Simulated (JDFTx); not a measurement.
## LiH under changes of volume

One of the cells (8.449 Å³/atom); the others are scaled copies at fixed shape and fractional positions:

```xyz
2
Lattice="0.0000 2.0368 2.0368 2.0368 0.0000 2.0368 2.0368 2.0368 0.0000" Properties=species:S:1:pos:R:3 pbc="T T T"
Li    0.0000    0.0000    0.0000
H     2.0368    2.0368    2.0368
```

| Quantity | Value |
| --- | --- |
| Program | JDFTx 1.7.0 (patched build) |
| Functional | PBEsol |
| Potentials or basis | PseudoDojo-SR-PBEsol-0.4.1-standard with smoothed tails |
| Cutoff | 1007 eV |
| Density cutoff | 8055 eV |
| k mesh | 11 × 11 × 11 |
| Occupations | fermi-dirac, width 0.05 eV |
| Spin | no spin polarisation |

```csv
volume (Å³/atom),energy over the lowest point (meV/atom),pressure (GPa),gap on the mesh (eV)
7.942,0.00,-0.3,2.94
8.111,0.69,-1.1,2.96
8.280,2.12,-1.7,2.97
8.449,4.23,-2.3,2.98
8.618,6.95,-2.9,2.99
8.787,10.23,-3.4,3.00
8.956,?,?,?
```

Q: What does the run at 8.956 Å³/atom give?

A: Energy over the lowest point 14.03 meV/atom; pressure -3.9 GPa; gap on the mesh 3.01 eV.

Worked out: A Birch-Murnaghan fit of order 3 (a polynomial in V^(-2/3)) to the other rows has its minimum at 7.88 Å³/atom, just outside them, with B0 = V·E''(V) = 37 GPa and B' = 3.5. It gives 14.02 meV/atom at 8.956 Å³/atom, against the run's 14.03, and -dE/dV = -3.8 GPa, against -3.9. A straight line through the other rows of the gap, of slope 0.566 eV per unit of ln V (its deformation potential), extrapolates to 3.01 eV, against the run's 3.01.

Energies are extrapolated to zero smearing.

Caveats: an odd mesh through Γ misses points on the zone boundary, where band edges often lie.
